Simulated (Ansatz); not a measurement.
BaTiO3:

```
CELL_PARAMETERS angstrom
3.99980 0.00000 0.00000
0.00000 3.99980 0.00000
0.00000 0.00000 4.01800
ATOMIC_POSITIONS crystal
Ba 0.99557 0.99064 0.00350
Ti 0.50254 0.49192 0.46877
O 0.47922 0.51432 0.00641
O 0.50273 0.00330 0.50938
O 0.01995 0.49981 0.53994
```

- Program: Ansatz 0.2.0
- Task: relaxation of cell and atoms
- Functional: BLYP
- Dispersion: D3(BJ)
- Potentials or basis: Ansatz PAW
- Cutoff: 420 eV (not typed: the program's choice for these potentials)
- k mesh: 7 × 7 × 7
- Occupations: fermi-dirac, width 0.05 eV
- Spin: no spin polarisation

At the start: volume 12.86 Å³/atom.

Q: Where does the relaxation end?

A: It ends after 11 steps and the volume is 13.06 Å³/atom (+1.6 %); space group R3m (No. 160, to 0.05 Å).

The path:
```csv
step,energy change (eV),largest force (eV/Å),volume (Å³)
1,0.0000,1.3154,64.28
2,0.0001,1.3546,65.85
3,-0.1771,0.2352,65.03
4,-0.1849,0.1491,64.93
5,-0.1884,0.0977,64.91
6,-0.1883,0.1956,65.69
7,-0.1932,0.0142,65.27
8,-0.1932,0.0004,65.26
9,-0.1973,0.0005,65.26
10,-0.1971,0.0007,65.31
11,-0.1974,0.0007,65.31
```

Final structure:
```
Ba Ti O
1.0
     4.02687    0.00646    0.00653
     0.00646    4.02675    0.00653
     0.00656    0.00656    4.02801
Ba Ti O
1 1 3
Direct
  0.99296 0.99296 0.99848
  0.48059 0.48061 0.48603
  0.50629 0.50629 0.01956
  0.50633 0.01381 0.51197
  0.01383 0.50633 0.51197
```

Caveat: the plane-wave basis is chosen anew once the cell has moved, so the energies of steps on either side of that aren't comparable; the pressure holds a Pulay correction of +0.6 GPa for the finite cutoff; the PAW data sets come from PBE, with cores solved anew for the run's functional, which leaves a small shift of forces and pressure.
